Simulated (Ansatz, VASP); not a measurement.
# Al in VASP and in Ansatz

File INCAR:

```
  PREC = Accurate
  ENCUT = 520
  EDIFF = 1E-6
  ISMEAR = -1
  SIGMA = 0.08
  LREAL = F
  LASPH = T
  NELM = 100
  ALGO = Normal
  ISIF = 2
  LWAVE = F
  LCHARG = F
  NBANDS = 10
```

Contents of KPOINTS:

```
regular mesh
0
Gamma
  12 12 12
```

POSCAR

```
Al
1.0
    0.0000000000      2.4385120603      2.4385120603
    2.4385120603      0.0000000000      2.4385120603
    2.4385120603      2.4385120603      0.0000000000
Al
2
Direct
   -0.1250000000     -0.1250000000     -0.1250000000
    0.1250000000      0.1250000000      0.1250000000
```

Input for Ansatz:

```yaml
crystal:
  lattice:
    - [0.0, 2.4385120603, 2.4385120603]
    - [2.4385120603, 0.0, 2.4385120603]
    - [2.4385120603, 2.4385120603, 0.0]
  atoms:
    - { symbol: Al, position: [-0.125, -0.125, -0.125] }
    - { symbol: Al, position: [0.125, 0.125, 0.125] }
kpoints:
  mp_grid: { grid: [12, 12, 12] }
scf:
  occupations: { method: fermi_dirac, width: 0.08 }
hamiltonian:
  xc: lda
  pseudopotentials: { kind: paw }
output:
  forces: true
  stress: true
  eigenvalues: true
  populations: true
  write_density: true
  write_potential: true
  elf: true
  volumetric_format: npy
```

Change from the starting cell: volume scaled by 0.55, PAW files.

Alike in both runs: task single point; functional LDA; k mesh 12 × 12 × 12; occupations fermi-dirac, width 0.08 eV; no spin polarisation.

|  | VASP | Ansatz |
| --- | --- | --- |
| version | VASP 6.6.1 | Ansatz 0.2.0 |
| potentials or method | VASP PAW LDA potentials, release 64 (Al) | PAW with Ansatz's default frozen-core files, scalar-relativistic |
| plane-wave cutoff (eV) | 520 | 420 |
| valence electrons in the cell | 6 | 6 |

|  | VASP | Ansatz | Ansatz less VASP |
| --- | --- | --- | --- |
| pressure (GPa) | 77.4 | 76.7 | -0.71 |

Caveats: the cell as given lies far from equilibrium; so large a pressure means that the cell lies far from this level's equilibrium, or that cutoff or potentials fall short (VASP).
